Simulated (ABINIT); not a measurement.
Runs of ABINIT 10.8.3 (patched build) on Si. It takes space group P6_3/mmc (No. 194, hexagonal). The conventional cell has a = 3.831 Å, b = 3.831 Å, c = 6.333 Å, α = 90.00°, β = 90.00°, γ = 120.00°. Si (site symmetry 3m) has 4 Si at 2.35 to 2.37 Å as nearest neighbours. This isn't the form of Si at room conditions, which is diamond.

| task | level | potentials or basis | cell | cutoff (eV) | fine-grid cutoff | cell freedom (optcell) | cutoff smearing ecutsm (Ha) | optimiser (ionmov) | force stop (Ha/bohr) | gap on the mesh (eV) | pressure (GPa) | largest force (eV/Å) |
| --- | --- | --- | --- | --- | --- | --- | --- | --- | --- | --- | --- | --- |
| band structure | LDA | JTH PAW LDA v2.0 | as given | 408 | 816.342 eV | - | - | - | - | (a) | (b) | 0.02 |
| relaxation of cell and atoms | LDA | JTH PAW LDA v2.0 | relaxed | 408 | 816.342 eV | 2 | 0.5 | 2 | 0.0001 | 0.28 | 0.0 | - |
| band structure | PBEsol | JTH PAW PBE v2.0 | as given | 408 | 816.342 eV | - | - | - | - | 0.31 | -0.5 | 0.01 |
| band structure | r2SCAN | JTH PAW PBE v2.0 | as given | 490 | 979.61 eV | - | - | - | - | 0.61 | -0.1 | 0.01 |

Alike in all rows: no spin polarisation; k mesh 8 × 8 × 4; smearing fermi-dirac 0.05 eV.

Question: Estimate the missing entries.

Answer: (a) 0.32; (b) -2.1.

Caveats: the PAW data sets were made with another functional, which shifts forces and pressure a little (some runs).

A k mesh can miss the band edges.
